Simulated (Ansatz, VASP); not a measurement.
## Mo: VASP beside Ansatz

The input INCAR:

```
SYSTEM = Mo
AGGAC    = 1.0          
AGGAX    = 1.0          
ALDAC    = 0.0          
ALDAX    = 1.0          
ALGO     = Normal         ! electronic algorithm
EDIFF    = 1E-7           ! SCF threshold, eV
ENCUT    = 520            ! plane-wave cutoff, eV
GGA      = B5             ! functional
GGA_COMPAT= .False.      
ISIF     = 2              ! what is computed and relaxed
ISMEAR   = -1             ! smearing method
LASPH    = .True.         ! aspherical terms in the spheres
LCHARG   = .True.         ! write CHGCAR
LMAXMIX  = 4              ! l up to which the mixer works
LORBIT   = 11             ! projections on sites
LORBMOM  = .True.       
LREAL    = .False.        ! projectors in reciprocal space
LSORBIT  = .True.         ! spin-orbit coupling
LVHAR    = .True.       
LWAVE    = .False.        ! write WAVECAR
MAGMOM   = 0 0 0          ! initial moments
NBANDS   = 25             ! bands
NELM     = 150            ! most SCF steps
PREC     = Accurate       ! precision mode
SIGMA    = 0.05           ! smearing width, eV
```

File KPOINTS:

```
k-points
0
Gamma
  8 8 8
  0 0 0
```

Contents of POSCAR:

```
Mo
1.0
    0.0000000000      2.0545198372      2.0545198372
    2.0545198372      0.0000000000      2.0545198372
    2.0545198372      2.0545198372      0.0000000000
Mo
1
Direct
    0.0000000000      0.0000000000      0.0000000000
```

Contents of input.yaml:

```yaml
crystal:
  lattice:
    - [0.0, 2.0545198372, 2.0545198372]
    - [2.0545198372, 0.0, 2.0545198372]
    - [2.0545198372, 2.0545198372, 0.0]
  atoms:
    - { symbol: Mo, position: [0.0, 0.0, 0.0] }
kpoints:
  mp_grid: { grid: [8, 8, 8] }
scf:
  occupations: { method: fermi_dirac, width: 0.05 }
hamiltonian:
  xc: blyp
  pseudopotentials: { kind: all_electron, lapw: { basis_error: 0.001 } }
magnetization:
  noncollinear: true
  spin_orbit: true
output:
  forces: true
  stress: true
  eigenvalues: true
```

Change from the starting cell: volume scaled by 1.06.

Alike in both runs: task single point; functional BLYP; k mesh 8 × 8 × 8; occupations fermi-dirac, width 0.05 eV; non-collinear spin, spin-orbit coupling.

```csv
,VASP,Ansatz
version,VASP 6.6.1,Ansatz 0.2.0
potentials or method,"VASP PAW PBE potentials, release 64 (Mo_sv)","all-electron LAPW, relativistic spinors"
plane-wave cutoff (eV),520,see its input
```

|  | VASP | Ansatz | Ansatz less VASP |
| --- | --- | --- | --- |
| gap on the k mesh at the Fermi level (eV) | none | none | - |
| pressure (GPa) | -7.1 | -7.7 | -0.54 |
| net moment per atom (μB) | 0.00 | 0.00 | 0.000 |

A gap of «none» marks a metal or a gap that the smearing closes. Ansatz ran all-electron here, so the differences hold the error of VASP's frozen core and of both bases.

Caveats: the PAW data sets were made with another functional, which shifts forces and pressure a little (VASP); the k mesh is thin for a metal, which can move the energy by tens of meV per atom (Ansatz).
